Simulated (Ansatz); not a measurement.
All numbers below come from DFT PBE, scalar-relativistic, plane waves, PAW in Ansatz 0.2.0. All cells share a 420 eV cutoff and Γ-centred k meshes spaced at most about 0.3 Å⁻¹ (about 0.25 or finer for metals, 2π included). No spin polarisation in the final relaxations.

Temperature and zero-point effects are left out.

Two relaxed structures of Si₂C₃:

1.

```cif
data_structure
_symmetry_space_group_name_H-M 'P-6m2'
_symmetry_Int_Tables_number 187
_cell_length_a 2.7673
_cell_length_b 2.7673
_cell_length_c 13.9332
_cell_angle_alpha 90.000
_cell_angle_beta 90.000
_cell_angle_gamma 120.000
_cell_volume 92.41
loop_
_atom_site_label
_atom_site_type_symbol
_atom_site_symmetry_multiplicity
_atom_site_Wyckoff_symbol
_atom_site_fract_x
_atom_site_fract_y
_atom_site_fract_z
_atom_site_occupancy
Si1 Si 2 i 0.66667 0.33333 0.81715 1
Si2 Si 1 e 0.66667 0.33333 0.00000 1
Si3 Si 1 d 0.33333 0.66667 0.50000 1
C1 C 2 i 0.66667 0.33333 0.32349 1
C2 C 2 h 0.33333 0.66667 0.64298 1
C3 C 2 h 0.33333 0.66667 0.87639 1
```

2.

```cif
data_structure
_symmetry_space_group_name_H-M 'R-3m:H'
_symmetry_Int_Tables_number 166
_cell_length_a 2.8894
_cell_length_b 2.8894
_cell_length_c 17.9998
_cell_angle_alpha 90.000
_cell_angle_beta 90.000
_cell_angle_gamma 120.000
_cell_volume 130.14
loop_
_atom_site_label
_atom_site_type_symbol
_atom_site_symmetry_multiplicity
_atom_site_Wyckoff_symbol
_atom_site_fract_x
_atom_site_fract_y
_atom_site_fract_z
_atom_site_occupancy
Si1 Si 6 c 0.33333 0.66667 0.93335 1
C1 C 3 a 0.00000 0.00000 0.00000 1
C2 C 6 c 0.66667 0.33333 0.87084 1
```

Problem. Which would you expect to be lower, and how large is the difference?

Solution. Cell 2 is lower, by 149 meV/atom. Cell 1 has space group P-6m2 (No. 187), 9.2 Å³/atom and no gap on its mesh; cell 2 has space group R-3m (No. 166), 8.7 Å³/atom and no gap. Counting C atoms around Si (those within 1.25 times the shortest such distance or 1.15 times the sum of covalent radii; the shortest distance is added where it is long for a bond; a slash parts the counts of unlike sites), cell 1 has Si 2/4/6 from 2.3 Å and cell 2 has Si 6. Cell 1 holds Si–Si units of three or more atoms (shortest 2.55 Å) and C–C nets (shortest 1.66 Å); cell 2 holds C–C pairs (shortest 1.35 Å). The denser one is the lower, and pressure would at first widen the difference. Even the lower one lies +0.58 eV/atom against the reference forms of the elements (uncorrected), so neither is stable at this level. In cell 1, Si on a site of symmetry 3m is surrounded by 3 C at 1.80 Å, 1 C at 1.96 Å and 1 Si at 2.55 Å; Si on a site of symmetry -6m2 is surrounded by 6 C at 2.35 Å, 2 Si at 2.55 Å and 6 Si at 2.77 Å; C on its first site has 3 C at 1.66 Å and 1 Si at 1.96 Å; 3 more sites not described. In cell 2, around Si lie 6 C at 2.01–2.05 Å; C on a site of symmetry -3m has 6 Si at 2.05 Å; C on a site of symmetry 3m has 1 C at 1.35 Å and 3 Si at 2.01 Å. Both come from invented guesses.

Cells relaxed within their symmetry can be saddle points.

The preference for cell 2 probably reflects less mismatch between competing bonds. In cell 1 a single in-plane period has to serve carbon nets and silicon layers alike: the C–C links at 1.66 Å are stretched beyond a normal single bond, and the six Si–C contacts at 2.35 Å are too long to count as full bonds. Cell 2 gives silicon a more even carbon environment, though its Si–C distances also exceed those of tetrahedral SiC, which suggests delocalised, polar bonding rather than six two-electron bonds.

The 1.35 Å pair is close to a C=C double bond. Formal counting with Si⁴⁺, C⁴⁻ and C₂⁴⁻ agrees, and leaves the pair's degenerate π* level half filled on a threefold axis, a plausible origin of the missing gap. The ordering therefore doesn't show that cell 2 is well bonded, only that it is less frustrated. Since SiC is itself bound relative to the elements, the driving force for decomposition into SiC and carbon should be larger than the elemental reference indicates.
